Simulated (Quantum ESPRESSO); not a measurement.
# ZnS (Wurtzite-2H) (P6_3mc) in Quantum ESPRESSO: reference runs, part 2 of 2

Quantum ESPRESSO 7.5. Earlier steps stand in the parts before.

## (4) Single point, PBEsol, 18.82 Å³/atom

pw.in reads:

```
&CONTROL
  calculation = 'scf'
  prefix = 'pwscf'
  outdir = './tmp'
  pseudo_dir = './pseudo'
  tstress = .true.
  disk_io = 'nowf'
/
&SYSTEM
  ibrav = 0
  nat = 4
  ntyp = 2
  ecutwfc = 56
  ecutrho = 448
  nbnd = 36
  occupations = 'smearing'
  smearing = 'fd'
  degauss = 0.00367493
/
&ELECTRONS
  conv_thr = 8d-10
  electron_maxstep = 120
  mixing_beta = 0.5
/
ATOMIC_SPECIES
Zn    65.3800 zn_pbesol_v1.uspp.F.UPF
S     32.0600 s_pbesol_v1.4.uspp.F.UPF
CELL_PARAMETERS angstrom
   3.7594936861    0.0000000000    0.0000000000
  -1.8797468431    3.2558170375    0.0000000000
   0.0000000000    0.0000000000    6.1497464286
ATOMIC_POSITIONS crystal
Zn     0.6666666667    0.3333333333    0.5000000000
Zn     0.3333333333    0.6666666667    0.0000000000
S      0.6666666667    0.3333333333    0.8850000000
S      0.3333333333    0.6666666667    0.3850000000
K_POINTS automatic
8 8 5 0 0 0
```

Potentials or basis: GBRV 1.5 PBEsol.

On the command line:

```bash
OMP_NUM_THREADS=1 mpirun -n 2 pw.x -nk 2 -in pw.in > pw.out
```

pw.out:

```text
This program is part of the open-source Quantum ESPRESSO suite
     for quantum simulation of materials; please cite
         "P. Giannozzi et al., J. Phys.:Condens. Matter 21 395502 (2009);
         "P. Giannozzi et al., J. Phys.:Condens. Matter 29 465901 (2017);
         "P. Giannozzi et al., J. Chem. Phys. 152 154105 (2020);
     in publications or presentations arising from this work. More details at

     Message from routine setup:
     using ibrav=0 with symmetry is DISCOURAGED, use correct ibrav instead

     K-points division:     npool     =       2
     Subspace diagonalization in iterative solution of the eigenvalue problem:
     a serial algorithm will be used

     G-vector sticks info
     --------------------
     sticks:   dense  smooth     PW     G-vecs:    dense   smooth      PW
     Sum        1555     769    223                81313    28759    4523

     Using Slab Decomposition

[... 190 lines left out ...]

  -117.3918-117.3918 -71.7217 -71.7217 -71.7216 -71.7216 -71.7206 -71.7203
    -6.1873  -5.1660   0.7429   0.7429   0.8107   0.8107   0.8255   1.2717
     1.2717   1.3632   1.3632   1.4973   1.8416   6.3959   6.3959   7.3141
     7.3141   7.3150   9.6128  10.2679  13.4632  13.4632  13.7778  14.8367
    14.8367  16.6599  17.2700  17.2700
[... 227 lines left out ...]
  -117.3918-117.3918 -71.7218 -71.7218 -71.7218 -71.7218 -71.7204 -71.7204
    -4.9069  -4.8583   0.8721   0.9238   0.9440   1.0148   1.1321   1.1366
     1.2805   1.2828   1.6089   1.6644   2.2631   2.4075   3.8989   4.4123
     5.7159   5.9672  11.6640  12.0165  13.1916  13.6950  14.4222  14.9158
    16.7163  16.8867  18.2364  18.3503

     the Fermi energy is     8.4330 ev

!    total energy              =    -970.74330323 Ry
     estimated scf accuracy    <          1.3E-11 Ry
     smearing contrib. (-TS)   =      -0.00000000 Ry
     internal energy E=F+TS    =    -970.74330323 Ry

     The total energy is F=E-TS. E is the sum of the following terms:
     one-electron contribution =    -898.45685607 Ry
     hartree contribution      =     463.56195705 Ry
     xc contribution           =    -100.34747008 Ry
     ewald contribution        =    -435.50093413 Ry

     convergence has been achieved in  10 iterations

     Computing stress (Cartesian axis) and pressure

          total   stress  (Ry/bohr**3)                   (kbar)     P=       20.27
   0.00019424   0.00000000   0.00000000           28.57        0.00        0.00
   0.00000000   0.00019424   0.00000000            0.00       28.57        0.00
   0.00000000   0.00000000   0.00002498            0.00        0.00        3.67

=------------------------------------------------------------------------------=
   JOB DONE.
=------------------------------------------------------------------------------=
```

Run time: 41 s. Hardware: 2 MPI ranks of Arm Neoverse V2, shared host; peak memory 0.48 GiB.

What came out:

```
Free energy            : -13207.6355 eV
Pressure               : 2.0 GPa
Band gap on the k mesh : 2.30 eV, direct
```

## (5) Single point, PBEsol, 19.21 Å³/atom

Edit pw.in of step 4 so:

```diff
@@ -28,5 +28,5 @@
 CELL_PARAMETERS angstrom
-   3.7594936861    0.0000000000    0.0000000000
-  -1.8797468431    3.2558170375    0.0000000000
-   0.0000000000    0.0000000000    6.1497464286
+   3.7854220481    0.0000000000    0.0000000000
+  -1.8927110241    3.2782716577    0.0000000000
+   0.0000000000    0.0000000000    6.1921598132
 ATOMIC_POSITIONS crystal
```

On the command line:

```bash
OMP_NUM_THREADS=1 mpirun -n 2 pw.x -nk 2 -in pw.in > pw.out
```

Run time: 42 s. Hardware: 2 MPI ranks of Arm Neoverse V2, shared host; peak memory 0.46 GiB.

Results (log left out):

```
Free energy            : -13207.6473 eV
Pressure               : 0.3 GPa
Band gap on the k mesh : 2.20 eV, direct
```

## (6) Single point, PBEsol, 19.60 Å³/atom

Edit pw.in of step 5 so:

```diff
@@ -28,5 +28,5 @@
 CELL_PARAMETERS angstrom
-   3.7854220481    0.0000000000    0.0000000000
-  -1.8927110241    3.2782716577    0.0000000000
-   0.0000000000    0.0000000000    6.1921598132
+   3.8110000000    0.0000000000    0.0000000000
+  -1.9055000000    3.3004228138    0.0000000000
+   0.0000000000    0.0000000000    6.2340000000
 ATOMIC_POSITIONS crystal
```

Potentials or basis: GBRV 1.5 PBEsol.

On the command line:

```bash
OMP_NUM_THREADS=1 mpirun -n 2 pw.x -nk 2 -in pw.in > pw.out
```

Wall time 42 s (2 MPI ranks of Arm Neoverse V2, shared host); peak memory 0.48 GiB.

It converged, with:

| Property | Result |
| --- | --- |
| Free energy | -13207.6432 eV |
| Pressure | -1.2 GPa |
| Band gap on the k mesh | 2.11 eV, direct |

## (7) Single point, PBEsol, 19.99 Å³/atom

Edit pw.in of step 6 so:

```diff
@@ -28,5 +28,5 @@
 CELL_PARAMETERS angstrom
-   3.8110000000    0.0000000000    0.0000000000
-  -1.9055000000    3.3004228138    0.0000000000
-   0.0000000000    0.0000000000    6.2340000000
+   3.8362391461    0.0000000000    0.0000000000
+  -1.9181195731    3.3222805555    0.0000000000
+   0.0000000000    0.0000000000    6.2752859714
 ATOMIC_POSITIONS crystal
```

On the command line:

```bash
OMP_NUM_THREADS=1 mpirun -n 2 pw.x -nk 2 -in pw.in > pw.out
```

Wall time 42 s (2 MPI ranks of Arm Neoverse V2, shared host); peak memory 0.48 GiB.

Results (log left out):

```yaml
Free_energy: -13207.6248 eV
Pressure: -2.6 GPa
Band_gap_on_the_k_mesh: 2.02 eV, direct
```

## (8) Single point, PBEsol, 20.39 Å³/atom

Edit pw.in of step 7 so:

```diff
@@ -28,5 +28,5 @@
 CELL_PARAMETERS angstrom
-   3.8362391461    0.0000000000    0.0000000000
-  -1.9181195731    3.3222805555    0.0000000000
-   0.0000000000    0.0000000000    6.2752859714
+   3.8611504880    0.0000000000    0.0000000000
+  -1.9305752440    3.3438544104    0.0000000000
+   0.0000000000    0.0000000000    6.3160357234
 ATOMIC_POSITIONS crystal
```

On the command line:

```bash
OMP_NUM_THREADS=1 mpirun -n 2 pw.x -nk 2 -in pw.in > pw.out
```

Run time: 43 s. Hardware: 2 MPI ranks of Arm Neoverse V2, shared host; peak memory 0.5 GiB.

Results (log left out):

- Free energy: -13207.5936 eV
- Pressure: -3.9 GPa
- Band gap on the k mesh: 1.93 eV, direct

## (9) Single point, PBEsol, 20.78 Å³/atom

Edit pw.in of step 8 so:

```diff
@@ -28,5 +28,5 @@
 CELL_PARAMETERS angstrom
-   3.8611504880    0.0000000000    0.0000000000
-  -1.9305752440    3.3438544104    0.0000000000
-   0.0000000000    0.0000000000    6.3160357234
+   3.8857444663    0.0000000000    0.0000000000
+  -1.9428722331    3.3651534204    0.0000000000
+   0.0000000000    0.0000000000    6.3562663350
 ATOMIC_POSITIONS crystal
```

Potentials or basis: GBRV 1.5 PBEsol.

On the command line:

```bash
OMP_NUM_THREADS=1 mpirun -n 2 pw.x -nk 2 -in pw.in > pw.out
```

Run time: 45 s. Hardware: 2 MPI ranks of Arm Neoverse V2, shared host; peak memory 0.5 GiB.

It converged, with:

| Property | Result |
| --- | --- |
| Free energy | -13207.5510 eV |
| Pressure | -5.0 GPa |
| Band gap on the k mesh | 1.84 eV, direct |

## (10) Equation of state, PBEsol

Potentials or basis: GBRV 1.5 PBEsol.

This step only gathers the single runs of the series.

What came out:

| Item | Value |
| --- | --- |
| Equilibrium volume | 19.30 Å³/atom |
| Bulk modulus at fixed shape and positions | 78 GPa |
| Pressure derivative of the bulk modulus | 4.5 |

Energy against volume, from the lowest point:
```tsv
volume (Å³/atom)	energy (meV/atom)
18.427	10.37
18.819	2.96
19.211	0.00
19.603	1.03
19.995	5.63
20.387	13.42
20.779	24.08
```

Caveat: the cell was scaled at fixed shape and fractional positions, which overstates the stiffness of a crystal with free parameters, most of all of layers and chains.

## (11) Comparison with measurements

Step 2. Against the measured gap of ZnS, 3.911 eV (direct; 4 K; a printed reference work, monograph), the calculated 2.11 eV is off by -1.80 eV. The value is that of PBEsol, without temperature or zero-point motion. Semilocal functionals fall short of measured gaps as a rule.
